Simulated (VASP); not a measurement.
# TiO2 (Anatase) (I4_1/amd) in VASP: further runs

One crystal, TiO2 (Anatase), is run at these levels: PBE; tasks: single point.

All numbers are computed with VASP 6.6.1; they aren't measurements. Logs are shortened: lines on timing, memory, paths and dates and some standing lists are left out, and cuts for length are marked.

## 1. Starting point

Symmetry: I4_1/amd, No. 141, tetragonal system. Conventional cell: a = 3.784 Å, b = 3.784 Å, c = 9.515 Å, α = 90.00°, β = 90.00°, γ = 90.00°. Ti (site symmetry -4m2) is surrounded by 6 O at 1.93 to 1.98 Å. O (site symmetry 2mm) is surrounded by 3 Ti at 1.93 to 1.98 Å.

## 2. Single point, PBE

File INCAR:

```
SYSTEM = TiO2
ALGO     = Normal         ! electronic algorithm
EDIFF    = 1E-6           ! SCF threshold, eV
ENCUT    = 520            ! plane-wave cutoff, eV
GGA      = PE             ! functional
ISIF     = 2              ! what is computed and relaxed
ISMEAR   = 0              ! smearing method
LASPH    = .TRUE.         ! aspherical terms in the spheres
LCHARG   = .FALSE.        ! write CHGCAR
LREAL    = .FALSE.        ! projectors in reciprocal space
LWAVE    = .FALSE.        ! write WAVECAR
NBANDS   = 33             ! bands
NELM     = 100            ! most SCF steps
PREC     = Accurate       ! precision mode
SIGMA    = 0.1            ! smearing width, eV
```

File KPOINTS:

```
k-points
0
G
  6 6 6
  0 0 0
```

File POSCAR:

```
TiO2
1.0
   -1.8921000000      1.8921000000      4.7573000000
    1.8921000000     -1.8921000000      4.7573000000
    1.8921000000      1.8921000000     -4.7573000000
Ti O
2 4
Direct
    0.0000000000      0.0000000000      0.0000000000
    0.7500000000      0.2500000000      0.5000000000
    0.2081000000      0.2081000000      0.0000000000
    0.9581000000      0.4581000000      0.5000000000
    0.5419000000      0.0419000000      0.5000000000
    0.7919000000      0.7919000000      0.0000000000
```

Potentials or basis: VASP PAW PBE potentials, release 64 (Ti_sv, O).

The run is started by

```console
> cat potpaw_PBE.64/Ti_sv/POTCAR potpaw_PBE.64/O/POTCAR > POTCAR
> mpirun -np 1 vasp_std > vasp.out
```

OUTCAR:

```text
SYSTEM = TiO2
   EDIFF = 1E-6
   ENCUT = 520
   GGA = PE
   ISIF = 2
   ISMEAR = 0
   LASPH = .TRUE.
   LREAL = .FALSE.
   NELM = 100
   PREC = Accurate

 ion  position               nearest neighbor table
   1  0.000  0.000  0.000-   5 1.93   4 1.93   5 1.93   4 1.93   3 1.98   6 1.98
   2  0.750  0.250  0.500-   6 1.93   3 1.93   6 1.93   3 1.93   4 1.98   5 1.98
   3  0.208  0.208  0.000-   2 1.93   2 1.93   1 1.98
   4  0.958  0.458  0.500-   1 1.93   1 1.93   2 1.98
   5  0.542  0.042  0.500-   1 1.93   1 1.93   2 1.98
   6  0.792  0.792  0.000-   2 1.93   2 1.93   1 1.98

  LATTYP: Found a body centered tetragonal cell.
 ALAT       =     3.7842000000
 C/A-ratio  =     2.5142962846

  Lattice vectors:

 A1 = (  -1.8921000000,   1.8921000000,   4.7573000000)
 A2 = (   1.8921000000,  -1.8921000000,   4.7573000000)
 A3 = (   1.8921000000,   1.8921000000,  -4.7573000000)

Analysis of symmetry for initial positions (statically):
=====================================================================
 Subroutine PRICEL returns:
 Original cell was already a primitive cell.

 Routine SETGRP: Setting up the symmetry group for a
 body centered tetragonal supercell.

 Subroutine GETGRP returns: Found 16 space group operations
 (whereof  8 operations were pure point group operations)
 out of a pool of 16 trial point group operations.

The static configuration has the point symmetry D_2d.
 The point group associated with its full space group is D_4h.

Analysis of symmetry for dynamics (positions and initial velocities):
=====================================================================
 Subroutine PRICEL returns:
 Original cell was already a primitive cell.

 Routine SETGRP: Setting up the symmetry group for a
 body centered tetragonal supercell.

 Subroutine GETGRP returns: Found 16 space group operations
 (whereof  8 operations were pure point group operations)
 out of a pool of 16 trial point group operations.

The dynamic configuration has the point symmetry D_2d.
 The point group associated with its full space group is D_4h.

 Subroutine INISYM returns: Found 16 space group operations
 (whereof  8 operations are pure point group operations),
 and found     1 'primitive' translations

----------------------------------------------------------------------------------------

                                     Primitive cell

  volume of cell :      68.1253

  direct lattice vectors                    reciprocal lattice vectors
    -1.892100000  1.892100000  4.757300000     0.000000000  0.264256646  0.105101633
     1.892100000 -1.892100000  4.757300000     0.264256646  0.000000000  0.105101633
     1.892100000  1.892100000 -4.757300000     0.264256646  0.264256646  0.000000000

  length of vectors
     5.458203744  5.458203744  5.458203744     0.284390450  0.284390450  0.373715333

  position of ions in fractional coordinates (direct lattice)
     0.000000000  0.000000000  0.000000000
     0.750000000  0.250000000  0.500000000
     0.208100000  0.208100000  0.000000000
     0.958100000  0.458100000  0.500000000
     0.541900000  0.041900000  0.500000000
     0.791900000  0.791900000  0.000000000

  ion indices of the primitive-cell ions
   primitive index   ion index
                 1           1
                 2           2
                 3           3
                 4           4
                 5           5
                 6           6

----------------------------------------------------------------------------------------

 KPOINTS: k-points

Automatic generation of k-mesh.
 Grid dimensions read from file:
 generate k-points for:    6    6    6

 Generating k-lattice:

  Cartesian coordinates                     Fractional coordinates (reciprocal lattice)
     0.000000000  0.044042774  0.017516939     0.166666667  0.000000000 -0.000000000
     0.044042774  0.000000000  0.017516939     0.000000000  0.166666667 -0.000000000
     0.044042774  0.044042774  0.000000000     0.000000000  0.000000000  0.166666667

  Length of vectors
     0.047398408  0.047398408  0.062285889

  Shift w.r.t. Gamma in fractional coordinates (k-lattice)
     0.000000000  0.000000000  0.000000000

 Subroutine IBZKPT returns following result:
 ===========================================

 Found     30 irreducible k-points:

 Following reciprocal coordinates:
            Coordinates               Weight
  0.000000  0.000000  0.000000      1.000000
  0.166667 -0.000000  0.000000      8.000000
  0.333333  0.000000  0.000000      8.000000
  0.500000  0.000000  0.000000      4.000000
  0.166667  0.166667  0.000000      8.000000
  0.333333  0.166667 -0.000000     16.000000
[... 16 lines left out ...]
 -0.333333 -0.333333  0.166667      8.000000
 -0.166667 -0.333333  0.166667      8.000000
 [... further k-points ...]
   k-points           NKPTS =     30   k-points in BZ     NKDIM =     30   number of bands    NBANDS=     33
   number of dos      NEDOS =    301   number of ions     NIONS =      6
   total plane-waves  NPLWV =  74088
   dimension x,y,z NGX =    42 NGY =   42 NGZ =   42
   dimension x,y,z NGXF=    84 NGYF=   84 NGZF=   84
   ions per type =               2   4
   NGX,Y,Z   is equivalent  to a cutoff of  12.79, 12.79, 12.79 a.u.
   NGXF,Y,Z  is equivalent  to a cutoff of  25.58, 25.58, 25.58 a.u.
 SYSTEM =  TiO2
   PREC   = accura    normal or accurate (medium, high low for compatibility)
   ISTART =      0    job   : 0-new  1-cont  2-samecut
   ICHARG =      2    charge: 1-file 2-atom 10-const
   ISPIN  =      1    spin polarized calculation?
   LNONCOLLINEAR =      F non collinear calculations
   LSORBIT =      F    spin-orbit coupling
   LASPH  =      T    aspherical Exc in radial PAW
   ENCUT  =  520.0 eV  38.22 Ry    6.18 a.u.  10.15 10.15 10.15*2*pi/ulx,y,z
   NELM   =    100;   NELMIN=  2; NELMDL= -5     # of ELM steps
   EDIFF  = 0.1E-05   stopping-criterion for ELM
   LREAL  =      F    real-space projection
   EDIFFG = 0.1E-04   stopping-criterion for IOM
   NSW    =      0    number of steps for IOM
   IBRION =     -1    ionic relax: 0-MD 1-quasi-New 2-CG
   NFREE  =      0    steps in history (QN), initial steepest desc. (CG)
   ISIF   =      2    stress and relaxation
   ISYM   =      2    0-nonsym 1-usesym 2-fastsym
   POTIM  = 0.5000    time-step for ionic-motion
   TEBEG  =    0.0;   TEEND  =   0.0 temperature during run
   PSTRESS=    0.0 pullay stress
   NELECT =      48.0000    total number of electrons
   NUPDOWN=      -1.0000    fix difference up-down
   EMIN   =  10.00;   EMAX   =-10.00  energy-range for DOS
   EFERMI =   0.00;   METHOD = LEGACY
   ISMEAR =     0;   SIGMA  =   0.10  broadening in eV -4-tet -1-fermi 0-gaus
   EFERMI_NEDOS =   21; number of points for ismear=-14 and -15
   IALGO  =     38    algorithm
   IMIX   =      4    mixing-type and parameters
     AMIX     =   0.40;   BMIX     =  1.00
     AMIX_MAG =   1.60;   BMIX_MAG =  1.00
  volume/ion in A,a.u.               =      11.35        76.62
  Fermi-wavevector in a.u.,A,eV,Ry     =   1.456752  2.752862 28.873289  2.122127
  Thomas-Fermi vector in A             =   2.573634
   LORBIT       =      0    0 simple, 1 ext, 2 COOP (PROOUT), +10 PAW based schemes
   GGA     = PE    functional components
   LHFCALC =     F    Hartree Fock is set to
   AEXX    =    0.0000 exact exchange contribution
   IVDW    =     0    specifies the selected vdW correction
   LEPSILON=     F    determine dielectric tensor
   LRPA    =     F    only Hartree local field effects (RPA)
 non-spin polarized calculation
 Gauss-broadening in eV      SIGMA  =   0.10
  energy-cutoff  :      520.00
  volume of cell :       68.13
 maximum number of plane-waves:      1850
 NGX is ok and might be reduce to    42
   NGX = 21   NGY = 21   NGZ = 21

 number of electron      47.9999989 magnetization

 Free energy of the ion-electron system (eV)
  ---------------------------------------------------
  ext. energy  EPLUGINS =         0.00000000
  ---------------------------------------------------
  free energy    TOTEN  =       -53.82587774 eV

  energy without entropy =      -53.82587774  energy(sigma->0) =      -53.82587774

 E-fermi :   3.7885     XC(G=0): -10.7369

 val. band max:        3.3621588786   @ k =   0.5000   0.5000   0.0000
 cond. band min:       5.5044572251   @ k =   0.0000   0.0000   0.0000
 fundamental gap:      2.1422983465
 Fermi energy:         3.7885446763

 k-point     1 :       0.0000    0.0000    0.0000
  band No.  band energies     occupation
      1     -52.9934      2.00000
      2     -52.9328      2.00000
      3     -29.4603      2.00000
      4     -29.2190      2.00000
      5     -29.2190      2.00000
      6     -29.1471      2.00000
[... 25 lines left out ...]
     32       8.7046      0.00000
     33       8.7173      0.00000

 k-point     2 :       0.1667   -0.0000    0.0000
  band No.  band energies     occupation
      1     -52.9899      2.00000
      2     -52.9352      2.00000
      3     -29.4530      2.00000
      4     -29.2526      2.00000
      5     -29.2214      2.00000
      6     -29.1603      2.00000
[... 25 lines left out ...]
     32       8.9825      0.00000
     33       9.3218      0.00000

 k-point     3 :       0.3333    0.0000    0.0000
  band No.  band energies     occupation
      1     -52.9815      2.00000
      2     -52.9414      2.00000
      3     -29.4388      2.00000
      4     -29.3168      2.00000
      5     -29.2257      2.00000
      6     -29.1793      2.00000
[... 25 lines left out ...]
     32       9.3488      0.00000
     33       9.8244      0.00000

 k-point     4 :       0.5000    0.0000    0.0000
  band No.  band energies     occupation
      1     -52.9760      2.00000
      2     -52.9457      2.00000
      3     -29.4305      2.00000
      4     -29.3507      2.00000
      5     -29.2275      2.00000
      6     -29.1832      2.00000
[... 25 lines left out ...]
     32       9.4526      0.00000
     33      10.0048      0.00000

 k-point     5 :       0.1667    0.1667    0.0000
  band No.  band energies     occupation
      1     -52.9847      2.00000
      2     -52.9393      2.00000
      3     -29.4364      2.00000
      4     -29.2753      2.00000
      5     -29.2408      2.00000
      6     -29.1690      2.00000
[... 604 lines left out ...]
 k-point    22 :      -0.1667    0.5000    0.1667
  band No.  band energies     occupation
      1     -52.9745      2.00000
      2     -52.9483      2.00000
      3     -29.4049      2.00000
      4     -29.3270      2.00000
      5     -29.2315      2.00000
      6     -29.1813      2.00000
[... 25 lines left out ...]
     32       9.4025      0.00000
     33       9.6292      0.00000

 k-point    23 :      -0.3333   -0.3333    0.1667
  band No.  band energies     occupation
      1     -52.9751      2.00000
      2     -52.9489      2.00000
      3     -29.3820      2.00000
      4     -29.2948      2.00000
      5     -29.2461      2.00000
      6     -29.1789      2.00000
[... 25 lines left out ...]
     32       9.4006      0.00000
     33       9.8078      0.00000

 k-point    24 :      -0.1667   -0.3333    0.1667
  band No.  band energies     occupation
      1     -52.9826      2.00000
      2     -52.9425      2.00000
      3     -29.4086      2.00000
      4     -29.2671      2.00000
      5     -29.2310      2.00000
      6     -29.1536      2.00000
[... 25 lines left out ...]
     32       9.1128      0.00000
     33       9.2254      0.00000

 [... further k-points ...]

------------------------ aborting loop because EDIFF is reached ----------------------------------------

  FORCE on cell =-STRESS in cart. coord.  units (eV):
  Direction    XX          YY          ZZ          XY          YZ          ZX
  --------------------------------------------------------------------------------------
  -------------------------------------------------------------------------------------
  Total        2.3073465      2.3073465      2.8946040      0.0000000     -0.0000000      0.0000000
  in kB       54.2643625     54.2643625     68.0755304      0.0000000     -0.0000000      0.0000000
  external PRESSURE =      58.8680851 kB  Pullay stress =       0.0000000 kB

 VOLUME and BASIS-vectors are now :
 -----------------------------------------------------------------------------
  energy-cutoff  :      520.00
  volume of cell :       68.13
      direct lattice vectors                 reciprocal lattice vectors
    -1.892100000  1.892100000  4.757300000     0.000000000  0.264256646  0.105101633
     1.892100000 -1.892100000  4.757300000     0.264256646  0.000000000  0.105101633
     1.892100000  1.892100000 -4.757300000     0.264256646  0.264256646  0.000000000

 POSITION                                       TOTAL-FORCE (eV/Angst)
 -----------------------------------------------------------------------------------
      0.00000      0.00000      0.00000         0.000000      0.000000     -0.000000
      0.00000      1.89210      2.37865         0.000000      0.000000     -0.000000
      0.00000      0.00000      1.97999        -0.000000      0.000000      0.123887
      0.00000      1.89210      4.35864         0.000000     -0.000000      0.123887
      0.00000      1.89210      0.39866         0.000000     -0.000000     -0.123887
      0.00000      0.00000      7.53461        -0.000000      0.000000     -0.123887
 -----------------------------------------------------------------------------------
    total drift:                                0.000000      0.000000      0.000000

  FREE ENERGIE OF THE ION-ELECTRON SYSTEM (eV)
  ---------------------------------------------------
  free  energy   TOTEN  =       -53.8258777439 eV

  energy  without entropy=      -53.8258777439  energy(sigma->0) =      -53.82587774
```

Run time: 3.9 min. Hardware: 1 thread of AMD EPYC 7R43 (Zen 3), shared host; peak memory 0.23 GiB.

What came out:

```yaml
Free_energy: -53.8259 eV
Pressure: 5.9 GPa
Largest_force: 0.124 eV/Å
Band_gap_on_the_k_mesh: 2.14 eV, indirect (least direct gap 2.45 eV)
```

Forces on the atoms (eV/Å):
```
Ti   0.000  0.000  0.000
Ti   0.000  0.000  0.000
O    0.000  0.000  0.124
O    0.000  0.000  0.124
O    0.000  0.000 -0.124
O    0.000  0.000 -0.124
```

## 3. Single point, PBE

This run uses another cell than the first one, of 11.66 Å³/atom, 1.027 times its volume.

File INCAR:

```
PREC = Accurate ; ENCUT = 520
EDIFF = 1E-7 ; ISMEAR = 0
SIGMA = 0.02 ; LREAL = False
LASPH = True ; NELM = 60
ALGO = Fast ; ISIF = 2
LWAVE = False ; LCHARG = False
GGA = PE ; NBANDS = 33
```

File KPOINTS:

```
regular mesh
0
Gamma
  10 10 10
```

File POSCAR:

```
TiO2
1.0
   -1.8996082674      1.8996082674      4.8485069703
    1.8996082674     -1.8996082674      4.8485069703
    1.8996082674      1.8996082674     -4.8485069703
Ti O
2 4
Direct
    0.0000000000      0.0000000000      0.0000000000
    0.7500000000      0.2500000000      0.5000000000
    0.2064947456      0.2064947456      0.0000000000
    0.9564947456      0.4564947456      0.5000000000
    0.5435052544      0.0435052544      0.5000000000
    0.7935052544      0.7935052544      0.0000000000
```

Potentials or basis: VASP PAW PBE potentials, release 64 (Ti_sv, O).

The run is started by

```console
> cat potpaw_PBE.64/Ti_sv/POTCAR potpaw_PBE.64/O/POTCAR > POTCAR
> mpirun -np 1 vasp_std > vasp.out
```

Run time: 11 min. Hardware: 1 thread of AMD EPYC 9R45 (Zen 5), shared host; peak memory 0.34 GiB.

Results (log left out):

```yaml
Free_energy: -53.8647 eV
Pressure: 0.7 GPa
Largest_force: 0.019 eV/Å
Band_gap_on_the_k_mesh: 2.11 eV, indirect (least direct gap 2.41 eV)
```

Forces in eV/Å, atoms in the order of the input:
```
Ti   0.000  0.000  0.000
Ti   0.000  0.000  0.000
O    0.000  0.000  0.019
O    0.000  0.000  0.019
O    0.000  0.000 -0.019
O    0.000  0.000 -0.019
```

Stress tensor (GPa, compression positive):
```
0.67 0.00 0.00
0.00 0.67 0.00
0.00 0.00 0.77
```

Levels at points of the mesh, in eV from the valence-band top:
```
           k point  band 22  band 23  band 24  band 25  band 26  band 27
(0.00, 0.00, 0.00)    -0.78    -0.41    -0.41     2.11     2.78     3.97
(0.50, 0.00, 0.00)    -0.87    -0.84    -0.63     3.19     3.46     3.51
(0.50, 0.50, 0.00)    -1.97    -0.04    -0.04     3.22     3.22     3.69
(0.50, 0.50, 0.50)    -1.23    -0.09    -0.09     2.44     2.44     3.70
```
